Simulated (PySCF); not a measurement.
Numbering as in the mapped SMILES `[CH3:1][CH2:2][O:3][CH2:4][CH3:5]` (H(Xn): hydrogen on atom n).

GIAO PBE0/pcSseg-1 shifts (PySCF 2.14.0 with density-fitted response routines, gas phase, non-relativistic, equivalent atoms averaged), each against references optimised in the same way as the molecule (TMS, H2O).

On the GFN2-xTB geometry: C2/C4 71.3, C1/C5 18.1, O3 60.7, H(C2)/H(C4) 3.56, H(C1)/H(C5) 1.28 ppm.

What changes on the PBE0-D3(BJ)/def2-SVP geometry?

Results:


| atoms | δ (ppm) | change |
| --- | --- | --- |
| C2/C4 | 68.3 | -3.0 |
| C1/C5 | 17.5 | -0.6 |
| O3 | 58.0 | -2.7 |
| H(C2)/H(C4) | 3.24 | -0.32 |
| H(C1)/H(C5) | 1.22 | -0.06 |

Bonds between heavy atoms that differ most (equivalent bonds averaged): C1–C2 1.520 → 1.510 Å, C2–O3 1.408 → 1.398 Å. Mean change of bonds to hydrogen: C–H +0.011 Å.
